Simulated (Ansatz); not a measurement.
# LaGaS3 (model cell, started as cubic perovskite with Ga in the octahedra): a soft mode frozen in, part 2 of 2

Which phase does LaGaS3 (model cell, started as cubic perovskite with Ga in the octahedra) fall into along its unstable mode, and how much energy does it gain?

Ansatz 0.2.0; DFT PBEsol, scalar-relativistic, plane waves, PAW; PAW set soft_1.

So far. Step 5 (Energy along the mode, all amplitudes (two of the runs …): The lowest of the steps tried is at 0.45 Å, 141 meV/atom below the parent; the bottom of the well need not coincide with a step. Step 7 (The new phase in its own primitive cell): The largest force component left is 0.11 meV/Å and the pressure is 0.004 GPa, within the tolerances set. The cell now holds 20.55 Å³/atom. The relaxed cell has a = 6.850, c = 15.170 Å (conventional setting).

The structure was built from a prototype and need not be the compound's stable phase.

### Step 8. Modes of the new phase, k-mesh 6×6×6, occupations fixed (continued)

Patterns of degenerate modes are one choice out of their space. The modes at Γ (shares of kinetic energy by element, %) (negative means imaginary):

| mode | frequency (cm⁻¹) | symmetry | La % | Ga % | S % |
| --- | --- | --- | --- | --- | --- |
| 1 | -43.1 | Eu | 5 | 4 | 92 |
| 2 | -43.1 | Eu | 5 | 4 | 92 |
| 3 | -24.8 | A2u | 31 | 1 | 68 |
| 4 | 0.0 | acoustic | 46 | 23 | 32 |
| 5 | 0.0 | acoustic | 46 | 23 | 32 |
| 6 | 0.0 | acoustic | 46 | 23 | 32 |
| 7 | 28.4 | Eg | 33 | 0 | 67 |
| 8 | 28.4 | Eg | 33 | 0 | 67 |
| 9 | 39.0 | A2g | 98 | 0 | 2 |
| 10 | 74.3 | Eu | 27 | 66 | 7 |
| 11 | 74.3 | Eu | 27 | 66 | 7 |
| 12 | 85.8 | A2u | 24 | 63 | 14 |
| 13 | 118.4 | Eg | 62 | 0 | 38 |
| 14 | 118.4 | Eg | 62 | 0 | 38 |
| 15 | 139.1 | A2g | 2 | 0 | 98 |
| 16 | 184.0 | A1u | 0 | 97 | 3 |
| 17 | 186.7 | Eu | 14 | 69 | 17 |
| 18 | 186.7 | Eu | 14 | 69 | 17 |
| 19 | 198.7 | Eg | 0 | 0 | 100 |
| 20 | 198.7 | Eg | 0 | 0 | 100 |
| 21 | 222.9 | A1g | 0 | 0 | 100 |
| 22 | 232.5 | Eu | 8 | 32 | 60 |
| 23 | 232.5 | Eu | 8 | 32 | 60 |
| 24 | 243.8 | A2u | 0 | 13 | 87 |
| 25 | 283.1 | A1u | 0 | 3 | 97 |
| 26 | 284.0 | Eg | 5 | 0 | 95 |
| 27 | 284.0 | Eg | 5 | 0 | 95 |
| 28 | 341.2 | Eu | 1 | 7 | 93 |
| 29 | 341.2 | Eu | 1 | 7 | 93 |
| 30 | 353.9 | A2g | 0 | 0 | 100 |

Displacements in mode 1 (-43.1 cm⁻¹), the largest set to 1:
```
La1 -0.04  0.17  0.00
La2 -0.04  0.17  0.00
Ga3 -0.15  0.17  0.00
Ga4  0.06  0.22  0.00
S5   0.54 -0.25 -0.69
S6   0.54 -0.25 -0.69
S7  -0.02 -0.86  1.00
S8  -0.02 -0.86  1.00
S9  -0.27 -0.07 -0.31
S10 -0.27 -0.07 -0.31
```

Displacements in mode 14 (118.4 cm⁻¹), the largest set to 1:
```
La1  0.12 -0.92  0.00
La2 -0.12  0.92  0.00
Ga3  0.00  0.00  0.00
Ga4  0.00  0.00  0.00
S5  -0.43  0.09  0.61
S6   0.43 -0.09 -0.61
S7  -0.02 -0.69  1.00
S8   0.02  0.69 -1.00
S9  -0.31  0.00 -0.39
S10  0.31  0.00  0.39
```

High-frequency dielectric tensor, which the program warns is not settled by the k meshes in reach. Tensor:

```csv
,x,y,z
x,10.81,0,0
y,0,10.81,0
z,0,0,11.63
```

Optical modes at the zone centre, without and with the macroscopic field of the longitudinal modes; each column is sorted by frequency, so a row need not hold one and the same mode. Modes with and without the field, by row:

```
rank among optical modes  no field (cm⁻¹)  q along (1, 0, 0) (cm⁻¹)  q along (0, 0, 1) (cm⁻¹)
                       1            -43.1                     -43.1                     -43.1
                       2            -43.1                     -24.8                     -43.1
                       3            -24.8                      28.4                      28.4
                       4             28.4                      28.4                      28.4
                       5             28.4                        39                        39
                       6               39                      55.8                      74.3
                       7             74.3                      74.3                      74.3
                       8             74.3                      85.8                        81
                       9             85.8                        86                     118.4
                      10            118.4                     118.4                     118.4
                      11            118.4                     118.4                     129.7
                      12            139.1                     139.1                     139.1
                      13              184                       184                       184
                      14            186.7                     186.7                     186.7
                      15            186.7                     192.6                     186.7
                      16            198.7                     198.7                     198.7
                      17            198.7                     198.7                     198.7
                      18            222.9                     222.9                     222.9
                      19            232.5                     232.5                     232.5
                      20            232.5                     243.8                     232.5
                      21            243.8                     283.1                     283.1
                      22            283.1                       284                       284
                      23              284                       284                       284
                      24              284                     309.2                       290
                      25            341.2                     341.2                     341.2
                      26            341.2                     350.1                     341.2
                      27            353.9                     353.9                     353.9
```

Born charge (rows field, columns displacement) (e), principal values of the symmetric part by kind of site:

| atom | atoms with these values | low | middle | high | mean |
| --- | --- | --- | --- | --- | --- |
| La1 | 2 | 3.97 | 4.69 | 4.69 | 4.45 |
| Ga3 | 2 | 3.79 | 4.34 | 4.34 | 4.16 |
| S5 | 6 | -3.37 | -2.97 | -2.27 | -2.87 |

In full for Ga3:

```
 4.34  0.44  0.00
-0.44  4.34  0.00
 0.00  0.00  3.79
```

Transverse modes; imaginary modes are left out. Infrared lines, with heights relative to the strongest:

```csv
position (cm⁻¹),relative intensity
28,0.0
39,0.0
74,3.6
86,2.1
118,0.0
139,0.0
184,0.0
187,17
199,0.0
223,0.0
232,100
244,27
283,0.0
284,0.0
341,5.3
354,0.0
```

Before it was imposed, the acoustic sum rule was missed by 2.1e-4 eV/Å² and the charge sum rule by 0.016 e. Small misses are needed for a sound result but don't prove that mesh and cutoff are converged. The lowest optical mode is imaginary, 43.1i cm⁻¹, so the energy falls along it.

The log warns of the k mesh: “the force constants stand on the 6×6×6 k-mesh, whose period is 13.58 times the interband length at k = (0.0000, 0.0000, 0.0000), direct gap 0.455 eV, under 14: take them and everything formed from them as unconverged”.

### Step 9. What came out

```json
{
  "unstable mode of the parent": "q = (-0.5, -0.5, -0.5), 185i cm⁻¹",
  "depth at the lowest point sampled": "141 meV/atom",
  "largest atomic shift at that point": "0.45 Å",
  "space group reached (within 0.01 Å)": "R-3c",
  "energy gained over the parent (first relaxation, on the mesh of the frozen mode)": "178 meV/atom",
  "volume per atom, phase reached": "20.5 Å³",
  "gap on the k-mesh, phase reached": "0.455 eV",
  "lowest optical zone-centre mode, phase reached": "-43.1 cm⁻¹",
  "highest optical mode at the zone centre (no LO-TO term), phase reached": "354 cm⁻¹"
}
```

What this shows: Along this mode the structure falls into R-3c, 178 meV/atom below the parent. At the parent's cell the well is 141.0 meV/atom deep on the steps tried, with its lowest point at a shift of 0.45 Å. Relaxing atoms and cell changes the gain by +37.12 meV/atom against the lowest step (energies at zero smearing). The new phase still has an imaginary mode at the zone centre of its cell, so it is a saddle point on the way to a lower structure. Of the 4 patterns followed to their end from this parent, this one reaches the lowest energy. Each path keeps the symmetry of its pattern, so a lower phase may lie along a pattern not tried. With the field response the log warns that the k mesh is coarse for the force constants too, so the frequencies may not be converged. With no gap, or one that is small against the smearing, the frequencies hang on the k mesh and the smearing, most of all near Kohn anomalies. In at least one run the field response is not settled by the k meshes in reach, so its dielectric tensor, Born charges and longitudinal modes are rough. Spin-orbit coupling is left out, which can matter for the heavy elements here. The PAW files were made for PBE and serve the other functionals too. A phonon run warned that its eigensolver left some bands unconverged in a pass. The starting cell was built on a prototype and not taken from a measurement, so the phase need not exist.

[Logs are printed without paths, hosts, clocks, repeated set-up lines and the standing remarks that a program may print on its own settings, such as how far it seeks lower states.]

[Hosts, paths, dates, database ids (printed as entryN), source tags and the programs' standing remarks are cut or masked in the printed files.]
